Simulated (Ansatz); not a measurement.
A strain series on NaF (rocksalt): uniaxial along z, other directions held

NaF (rocksalt), relaxed with r2SCAN in Ansatz, then strained (uniaxial along z, other directions held; changes of length per length, axes as in the cell below) with the atoms relaxed again within the symmetry that is left. The symmetry is Fm-3m (No. 225, cubic); conventional cell a = 4.594 Å, 12.12 Å³ an atom. Na has 6 F at 2.30 Å; F has 6 Na at 2.30 Å. Calculated for a static, non-magnetic cell.

```
CELL_PARAMETERS angstrom
0.00000 2.29717 2.29717
2.29717 0.00000 2.29717
2.29717 2.29717 0.00000
ATOMIC_POSITIONS crystal
Na 0.00000 0.00000 0.00000
F 0.50000 0.50000 0.50000
```

Gaps are the least over each mesh (PBE 10×10×10, r2SCAN 10×10×10, HSE06 6×6×6 when unstrained) and the special points, which keep their unstrained names; stress is the change from the unstrained cell, compression positive.

```tsv
strain (%)	gap, PBE (eV)	gap, r2SCAN (eV)	gap, HSE06 (eV)	edges, HSE06	stress along the strain, r2SCAN (GPa)	energy rise, r2SCAN (meV/atom)
-2.29	6.587	7.414	8.777	Γ	+3.17	2.6
-2.28	6.586	7.413	8.776	Γ	+3.15	2.6
-0.5	6.485	7.310	8.666	Γ	+0.61	0.1
0.0	6.456	7.282	8.635	Γ	0.00	0.0
+5.0	6.188	7.003	8.332	Γ	-4.26	9.0
+5.38	6.169	6.983	8.311	Γ	-4.47	10.3
```

Between zero and the nearest strains the slope of the HSE06 gap against strain is -0.061 eV per percent for negative and -0.061 for positive strain.

The meshes of the hybrids are coarse, so their gaps aren't converged to the digits shown.
